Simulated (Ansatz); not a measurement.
Runs of Ansatz 0.2.0 on BN. Symmetry: P6_3/mmc, No. 194, hexagonal system. Conventional cell: a = 2.498 Å, b = 2.498 Å, c = 6.636 Å, α = 90.00°, β = 90.00°, γ = 120.00°. N (site symmetry -6m2) has 3 B at 1.44 Å as nearest neighbours. Around B (site symmetry -6m2) lie 3 N at 1.44 Å. 

| share of exact exchange | gap on the mesh (eV) | pressure (GPa) |
| --- | --- | --- |
| 0.3 | (b) | -0.9 |
| 0.25 | 5.63 | 0.0 |
| 0.4 | 6.47 | -2.8 |
| 0.5 | 7.05 | (a) |

Alike in all rows: task single point; level HSE06 form with a typed share of exact exchange; potentials or basis Ansatz PAW; no spin polarisation; cell as given; k mesh 6 × 6 × 2; cutoff (eV) 420; smearing fermi-dirac 0.05 eV; the mesh is coarse, so values aren't converged.

Q: Fill in the values left out.

A: (a) -4.6; (b) 5.91.

Caveats: all runs use coarse meshes; the PAW data sets come from PBE, with cores solved anew for the run's functional, which leaves a small shift of forces and pressure; the thresholds are loose for stress.

A k mesh can miss the band edges.
